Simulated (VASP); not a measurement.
# NaH (Fm-3m) in VASP: a series of runs, part 2 of 2

VASP 6.6.1. Earlier steps stand in the parts before.

**4. Single point, PBE (all atoms moved at random, cell strained at random)**

Contents of INCAR:

```
ALGO     = Normal         # electronic algorithm
EDIFF    = 1E-6           # SCF threshold, eV
ENCUT    = 520            # plane-wave cutoff, eV
GGA      = PE             # functional
ISIF     = 2              # what is computed and relaxed
ISMEAR   = 0              # smearing method
LASPH    = True           # aspherical terms in the spheres
LCHARG   = False          # write CHGCAR
LREAL    = False          # projectors in reciprocal space
LWAVE    = False          # write WAVECAR
NBANDS   = 11             # bands
NELM     = 100            # most SCF steps
PREC     = Accurate       # precision mode
SIGMA    = 0.02           # smearing width, eV
```

Contents of KPOINTS:

```
k-points
0
Gamma
  8 8 8
```

Contents of POSCAR:

```
NaH
1.0
   -0.0034892000      2.3725096000      2.3158528000
    2.4538592000     -0.0794708000      2.3918344000
    2.4448068000      2.4394388000     -0.0704184000
Na H
1 1
Direct
    0.0773688525      0.0088811475     -0.0620081967
    0.4226311475      0.4911188525      0.5620081967
```

Potentials or basis: VASP PAW PBE potentials, release 64 (Na_pv, H).

The run is started by

```console
cat potpaw_PBE.64/Na_pv/POTCAR potpaw_PBE.64/H/POTCAR > POTCAR
mpirun -np 1 vasp_std > vasp.out
```

OUTCAR:

```text
EDIFF = 1E-6
   ENCUT = 520
   GGA = PE
   ISIF = 2
   ISMEAR = 0
   LASPH = True
   LREAL = False
   NELM = 100
   PREC = Accurate

 ion  position               nearest neighbor table
   1  0.077  0.009  0.938-
   2  0.423  0.491  0.562-

  LATTYP: Found a triclinic cell.
 ALAT       =     3.4544030887
 B/A-ratio  =     0.9898936372
 C/A-ratio  =     0.9922480964
 COS(alpha) =     0.0251596177
 COS(beta)  =     0.4760750739
 COS(gamma) =     0.5347744700

  Lattice vectors:

 A1 = (  -2.4448068000,  -2.4394388000,   0.0704184000)
 A2 = (  -2.4482960000,  -0.0669292000,   2.3862712000)
 A3 = (  -2.4538592000,   0.0794708000,  -2.3918344000)

Analysis of symmetry for initial positions (statically):
=====================================================================
 Subroutine PRICEL returns:
 Original cell was already a primitive cell.

 Routine SETGRP: Setting up the symmetry group for a
 triclinic supercell.

 Subroutine GETGRP returns: Found  1 space group operations
 (whereof  1 operations were pure point group operations)
 out of a pool of  2 trial point group operations.

The static configuration has the point symmetry C_1 .

Analysis of symmetry for dynamics (positions and initial velocities):
=====================================================================
 Subroutine PRICEL returns:
 Original cell was already a primitive cell.

 Routine SETGRP: Setting up the symmetry group for a
 triclinic supercell.

 Subroutine GETGRP returns: Found  1 space group operations
 (whereof  1 operations were pure point group operations)
 out of a pool of  2 trial point group operations.

The dynamic configuration has the point symmetry C_1 .

 Subroutine INISYM returns: Found  1 space group operations
[... 114 lines left out ...]
   IALGO  =     38    algorithm
   IMIX   =      4    mixing-type and parameters
     AMIX     =   0.40;   BMIX     =  1.00
     AMIX_MAG =   1.60;   BMIX_MAG =  1.00
  volume/ion in A,a.u.               =      14.31        96.56
  Fermi-wavevector in a.u.,A,eV,Ry     =   1.070450  2.022856 15.590402  1.145862
  Thomas-Fermi vector in A             =   2.206160
   LORBIT       =      0    0 simple, 1 ext, 2 COOP (PROOUT), +10 PAW based schemes
   GGA     = PE    functional components
   LHFCALC =     F    Hartree Fock is set to
   AEXX    =    0.0000 exact exchange contribution
   IVDW    =     0    specifies the selected vdW correction
   LEPSILON=     F    determine dielectric tensor
   LRPA    =     F    only Hartree local field effects (RPA)
 non-spin polarized calculation
 Gauss-broadening in eV      SIGMA  =   0.02
  energy-cutoff  :      520.00
  volume of cell :       28.62
 maximum number of plane-waves:       786
 NGX is ok and might be reduce to    28
   NGX = 13   NGY = 13   NGZ = 13

 number of electron       8.0000000 magnetization

 Free energy of the ion-electron system (eV)
  ---------------------------------------------------
  ext. energy  EPLUGINS =         0.00000000
  ---------------------------------------------------
  free energy    TOTEN  =        -4.95329249 eV

  energy without entropy =       -4.95329249  energy(sigma->0) =       -4.95329249

 E-fermi :  -0.9084     XC(G=0):  -7.6802

 val. band max:       -1.1327620346   @ k =   0.5000  -0.2500   0.2500
 cond. band min:       2.3726955194   @ k =   0.0000  -0.0000   0.5000
 fundamental gap:      3.5054575540
 Fermi energy:        -0.9083837655

 k-point     1 :       0.0000    0.0000    0.0000
  band No.  band energies     occupation
      1     -23.2435      2.00000
      2     -23.2329      2.00000
      3     -23.2083      2.00000
      4      -4.7057      2.00000
      5       8.6330      0.00000
      6      13.4788      0.00000
      7      13.9830      0.00000
      8      14.5470      0.00000
      9      15.1937      0.00000
     10      15.6287      0.00000
     11      16.4069      0.00000
[... 309 lines left out ...]
 k-point    24 :       0.2500    0.3750   -0.0000
  band No.  band energies     occupation
      1     -23.2805      2.00000
      2     -23.2600      2.00000
      3     -23.2524      2.00000
      4      -2.6025      2.00000
      5       5.0810      0.00000
      6       7.9308      0.00000
      7      10.2400      0.00000
      8      11.4218      0.00000
      9      13.6050      0.00000
     10      19.1221      0.00000
     11      20.4082      0.00000

 [... further k-points ...]
[... 5 lines left out ...]
  --------------------------------------------------------------------------------------
  -------------------------------------------------------------------------------------
  Total        0.1146039     -0.1571517      0.9710176      0.0411009      0.1670725      0.1796992
  in kB        6.4164405     -8.7986026     54.3652997      2.3011578      9.3540490     10.0609915
  external PRESSURE =      17.3277125 kB  Pullay stress =       0.0000000 kB

 VOLUME and BASIS-vectors are now :
 -----------------------------------------------------------------------------
  energy-cutoff  :      520.00
  volume of cell :       28.62
      direct lattice vectors                 reciprocal lattice vectors
    -0.003489200  2.372509600  2.315852800    -0.203698767  0.210381370  0.215971168
     2.453859200 -0.079470800  2.391834400     0.203255389 -0.197843030  0.202989450
     2.444806800  2.439438800 -0.070418400     0.204731576  0.198875839 -0.203432829

 POSITION                                       TOTAL-FORCE (eV/Angst)
 -----------------------------------------------------------------------------------
      2.31473      2.47103      0.13437         0.116898      0.006144     -0.603397
      2.57766      2.33465      2.11385        -0.116898     -0.006144      0.603397
 -----------------------------------------------------------------------------------
    total drift:                               -0.000035      0.000389      0.000077

  FREE ENERGIE OF THE ION-ELECTRON SYSTEM (eV)
  ---------------------------------------------------
  free  energy   TOTEN  =        -4.9532924919 eV

  energy  without entropy=       -4.9532924919  energy(sigma->0) =       -4.95329249
```

OSZICAR:

```text
N       E                     dE             d eps       ncg     rms          rms(c)
DAV:   1     0.289712032667E+02    0.28971E+02   -0.36935E+03  5756   0.783E+02
DAV:   2    -0.433051187161E+01   -0.33302E+02   -0.32801E+02  5968   0.180E+02
DAV:   3    -0.542062869495E+01   -0.10901E+01   -0.10886E+01  7003   0.297E+01
DAV:   4    -0.542739406965E+01   -0.67654E-02   -0.67647E-02  6526   0.238E+00
DAV:   5    -0.542745296519E+01   -0.58896E-04   -0.58895E-04  6697   0.230E-01    0.337E+00
DAV:   6    -0.504931093003E+01    0.37814E+00   -0.37661E-01  6838   0.282E+00    0.155E+00
DAV:   7    -0.494803777278E+01    0.10127E+00   -0.37766E-01  6629   0.233E+00    0.371E-01
DAV:   8    -0.495351485753E+01   -0.54771E-02   -0.11761E-02  6113   0.982E-01    0.857E-02
DAV:   9    -0.495329827928E+01    0.21658E-03   -0.15958E-03  7166   0.387E-01    0.240E-02
DAV:  10    -0.495328818418E+01    0.10095E-04   -0.83800E-05  6418   0.623E-02    0.456E-03
DAV:  11    -0.495329248775E+01   -0.43036E-05   -0.74345E-06  6469   0.130E-02    0.396E-03
DAV:  12    -0.495329249187E+01   -0.41240E-08   -0.38009E-07  4438   0.362E-03
   1 F= -.49532925E+01 E0= -.49532925E+01  d E =-.959768E-59
```

stdout:

```text
POSCAR found type information on POSCAR NaH
 POSCAR found :  2 types and       2 ions
 scaLAPACK will be used
 LDA part: xc-table for (Slater+PW92), standard interpolation
 POSCAR, INCAR and KPOINTS ok, starting setup
 FFT: planning ... GRIDC
 FFT: planning ... GRID_SOFT
 FFT: planning ... GRID
 WAVECAR not read
 entering main loop
```

It took 52 s on 1 thread of Intel Xeon Platinum 8488C (Sapphire Rapids), shared host; peak memory 0.2 GiB.

Results:

```yaml
Free_energy: -4.9533 eV
Pressure: 1.7 GPa
Largest_force: 0.615 eV/Å
Band_gap_on_the_k_mesh: 3.51 eV, indirect (least direct gap 4.48 eV)
```

Forces on the atoms (eV/Å):
```
Na   0.117  0.006 -0.603
H   -0.117 -0.006  0.603
```

Stress tensor (GPa, compression positive):
```
 0.64  0.23  1.01
 0.23 -0.88  0.94
 1.01  0.94  5.44
```

A k mesh can miss the band edges.

**5. Single point, PBE**

Contents of INCAR:

```
ALGO = Normal
EDIFF = 1E-6
ENCUT = 520
GGA = PE
ISIF = 2
ISMEAR = 0
LASPH = T
LCHARG = F
LREAL = F
LWAVE = F
NBANDS = 11
NELM = 80
PREC = Accurate
SIGMA = 0.01
```

KPOINTS is that of step 4.

Contents of POSCAR:

```
NaH
1.0
    0.0000000000      2.2727774097      2.2727774097
    2.2727774097      0.0000000000      2.2727774097
    2.2727774097      2.2727774097      0.0000000000
Na H
1 1
Direct
    0.0000000000      0.0000000000      0.0000000000
    0.5000000000      0.5000000000      0.5000000000
```

The run is started by

```console
cat potpaw_PBE.64/Na_pv/POTCAR potpaw_PBE.64/H/POTCAR > POTCAR
mpirun -np 1 vasp_std > vasp.out
```

Run time: 3.6 s. Hardware: 1 thread of Intel Xeon Platinum 8488C (Sapphire Rapids), shared host; peak memory 0.13 GiB.

Results (log left out):

```
Free energy            : -5.0096 eV
Pressure               : 6.0 GPa
Band gap on the k mesh : 4.08 eV, indirect (least direct gap 5.02 eV)
```

Levels at points of the mesh, in eV from the valence-band top:
| k point | band 1 | band 2 | band 3 | band 4 | band 5 | band 6 | band 7 | band 8 |
| --- | --- | --- | --- | --- | --- | --- | --- | --- |
| (0.00, 0.00, 0.00) | -21.81 | -21.81 | -21.81 | -4.16 | 12.15 | 17.02 | 17.02 | 17.02 |
| (0.50, 0.00, 0.00) | -21.98 | -21.83 | -21.83 | -0.94 | 4.08 | 12.12 | 14.57 | 14.57 |
| (0.50, 0.50, 0.00) | -21.96 | -21.86 | -21.86 | -0.23 | 5.03 | 10.73 | 11.89 | 11.89 |

A k mesh can miss the band edges.

**6. Overview**

```tsv
level	cell	smearing	gap on the mesh (eV)	pressure (GPa)
PBE	strained and moved within the space group	gaussian 0.02 eV	3.89	2.0
PBEsol	functional PBEsol, strained and moved within the space group	gaussian 0.02 eV	3.46	-2.0
PBE	all atoms moved at random, cell strained at random	gaussian 0.02 eV	3.51	1.7
PBE	as given	gaussian 0.01 eV	4.08	6.0
```

Alike in all rows: task single point; potentials or basis VASP PAW PBE potentials, release 64 (Na_pv, H); no spin polarisation; k mesh 8 × 8 × 8; cutoff (eV) 520.

Caveats: the PAW data sets were made with another functional, which shifts forces and pressure a little (some runs).

Absolute energies hang on the potentials; compare differences alone.
